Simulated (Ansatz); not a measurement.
A calculation with Ansatz 0.2.0 of Ni (native input, structure typed inline):

The input input.yaml:

```yaml
crystal:
  lattice:
    - [-1.38371547, 1.38371547, 1.38371547]
    - [1.38371547, -1.38371547, 1.38371547]
    - [1.38371547, 1.38371547, -1.38371547]
  atoms:
    - { symbol: Ni, position: [0.0, 0.0, 0.0], spin: 1.0 }
hamiltonian:
  xc: r2scan
  pseudopotentials: { kind: paw }
  dispersion: d4
  hubbard:
    sites: [{ species: Ni, l: d, u_eff: 3.0 }]
    projectors: ortho-atomic
magnetization:
  spin_polarized: true
kpoints:
  mp_grid: { grid: [13, 13, 13] }
scf:
  occupations: { method: cold, width: 0.1 }
output:
  forces: true
  stress: true
  eigenvalues: true
  write_density: true
  write_potential: true
  elf: true
  volumetric_format: npy
```

Potentials or basis: Ansatz PAW.

Launch:

```console
$ ansatz run input.yaml --threads 1 --pin off --max-ram 2560MiB --backend cpu --events-out ev --progress --plain --runs-dir out
```

This isn't the form of Ni at room conditions, which is fcc.

Question: Write the same calculation in another form: native input, structure by space group and Wyckoff sites.

Answer: As run:

Contents of input.yaml:

```yaml
crystal:
  lattice: { a: 2.76743094, b: 2.76743094, c: 2.76743094, alpha: 90.0, beta: 90.0, gamma: 90.0 }
  space_group: 229
  reduce_to_primitive: true
  atoms:
    - { symbol: Ni, wyckoff: "2a", position: [0.0, 0.0, 0.0], spin: 1.0 }
hamiltonian:
  xc: r2scan
  pseudopotentials: { kind: paw }
  dispersion: d4
  hubbard:
    sites: [{ species: Ni, l: d, u_eff: 3.0 }]
    projectors: ortho-atomic
magnetization:
  spin_polarized: true
kpoints:
  mp_grid: { grid: [13, 13, 13] }
scf:
  occupations: { method: cold, width: 0.1 }
output:
  forces: true
  stress: true
  eigenvalues: true
  write_density: true
  write_potential: true
  elf: true
  volumetric_format: npy
```

Potentials or basis: Ansatz PAW.

Run with:

```bash
$ ansatz run input.yaml --threads 1 --pin off --max-ram 2560MiB --backend cpu --events-out ev --progress --plain --runs-dir out
```

Both were run:

|  | native input, structure typed inline | native input, structure by space group and Wyckoff sites |
| --- | --- | --- |
| Pressure | -1.3 GPa | -1.3 GPa |
| Band gap on the k mesh | none (metal or under the smearing width) | none (metal or under the smearing width) |
| Net moment | 0.65 μB per cell | 0.65 μB per cell |
| Absolute moment | 0.82 μB per cell | 0.82 μB per cell |
| Site moments | Ni +0.72 μB | Ni +0.72 μB |

Keys that steer only the numerical path or the files written may differ.

Caveat: the magnetic or orbital state may not be the lowest; pairwise dispersion overbinds metals, which lowers pressure and volume; the PAW data sets come from PBE, with cores solved anew for the run's functional, which leaves a small shift of forces and pressure; the U is typed as a test and isn't derived for this compound.
